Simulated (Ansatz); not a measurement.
## What 6 layers does to ZnTe

Base system: ZnTe in the zinc blende structure (space group F-43m, No. 216; a = 6.066 Å). Axes: x, y, z lie along the cube axes.

Now apply this change: a free-standing slab of 6 layers (12 atoms, 2 a layer) is cut normal to [110], with 15 Å of vacuum and the in-plane cell held at bulk.

All numbers come from Ansatz (an electronic-structure program), PBEsol, PAW, cutoff 420 eV, no SOC. Settings: 8×6×1 k-points, 0.05 eV Fermi–Dirac smearing, for the changed cell.

| quantity | base | changed | shift |
|---|---|---|---|
| shortest interatomic distance | 2.627 Å | 2.573 Å | -0.054 Å |
| band gap | 1.24 eV | 1.66 eV | +0.425 eV |
| gap character | – | direct at Γ | – |
| valence-band top at Γ (three highest levels, from the VBM) | 0.00, 0.00, 0.00 eV | 0.00, -0.19, -0.29 eV | – |
| excess energy per area of both faces (slab less bulk energy over the cell's area: twice a surface energy) | – | 0.67 J/m² | – |
| thickness between the outermost nuclei | – | 11.13 Å | – |
| change of the spacing d12 from its bulk value of 2.145 Å | – | -9.6 % | – |
| change of the spacing d23 from its bulk value of 2.145 Å | – | +1.6 % | – |

Final structure:

```
CELL_PARAMETERS angstrom
      4.28910     0.00000     0.00000
      0.00000     6.06570     0.00000
      0.00000     0.00000    25.72274
ATOMIC_POSITIONS crystal
  Te 0.75000 0.50701 0.28365
  Zn 0.25000 0.30879 0.31309
  Te 0.25000 0.98190 0.37690
  Zn 0.75000 0.72997 0.37051
  Te 0.75000 0.48692 0.45644
  Zn 0.25000 0.23542 0.46040
  Te 0.25000 0.98692 0.54356
  Zn 0.75000 0.73542 0.53960
  Te 0.75000 0.48190 0.62310
  Zn 0.25000 0.22997 0.62949
  Te 0.25000 0.00701 0.71635
  Zn 0.75000 0.80879 0.68691
```

Cost of the whole job for the changed cell (relaxation, final SCF and bands): around 26 core-minutes (rough).

Slab and bulk use different k-meshes, which limits the precision of the excess energy. With Te present, leaving out spin-orbit coupling can change the band edges. Stability against distortions was not tested. k-point labels follow each cell's own Brillouin zone.
